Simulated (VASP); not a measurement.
Here is a VASP 6.6.1 calculation.

POSCAR

```
BaZrO3
1.0
    4.1893664085      0.0000000000      0.0000000000
    0.0000000000      4.1893664085      0.0000000000
    0.0000000000      0.0000000000      4.1893664085
  Ba              Zr              O
     1     1     3
Direct
     0.0000000000000000    0.0000000000000000    0.0000000000000000
     0.5000000000000000    0.5000000000000000    0.5000000000000000
     0.0000000000000000    0.5000000000000000    0.5000000000000000
     0.5000000000000000    0.0000000000000000    0.5000000000000000
     0.5000000000000000    0.5000000000000000    0.0000000000000000
```

Contents of INCAR.step1:

```
  PREC = Accurate
  ENCUT = 600
  EDIFF = 1E-8
  ISMEAR = 0
  SIGMA = 0.03
  LREAL = False
  LASPH = True
  NELM = 80
  ALGO = Normal
  ISIF = 3
  LWAVE = False
  LCHARG = False
  GGA = PS
  KPAR = 2
  IBRION = 2
  NSW = 40
  EDIFFG = -0.002
```

The input INCAR.step2:

```
  PREC = Accurate
  ENCUT = 600
  EDIFF = 1E-8
  ISMEAR = 0
  SIGMA = 0.03
  LREAL = False
  LASPH = True
  NELM = 80
  ALGO = Normal
  ISIF = 2
  LWAVE = False
  LCHARG = False
  GGA = PS
  KPAR = 2
  IBRION = 6
  NFREE = 2
  POTIM = 0.015
  NSW = 1
```

KPOINTS

```
regular mesh
0
Gamma
  6 6 6
```

Potentials or basis: VASP PAW PBE potentials, release 64 (Ba_sv, Zr_sv, O).

Run with:

```console
$ cat potpaw_PBE.64/Ba_sv/POTCAR potpaw_PBE.64/Zr_sv/POTCAR potpaw_PBE.64/O/POTCAR > POTCAR
$ cp INCAR.step1 INCAR
$ mpirun -np 2 vasp_std > vasp.out
$ cp CONTCAR POSCAR
$ cp INCAR.step2 INCAR
$ mpirun -np 2 vasp_std > vasp.out
```

Question: Estimate the highest phonon frequency at Γ, LO-TO splitting left out.

Answer: 500 cm⁻¹.

Phonon frequencies in cm⁻¹ (negative: imaginary):
```csv
q point,frequencies
"(0.000, 0.000, 0.000)",0 0 0 102 102 102 185 185 185 192 192 192 500 500 500
```

 Spin-orbit coupling is left out, which matters for the levels of Ba.
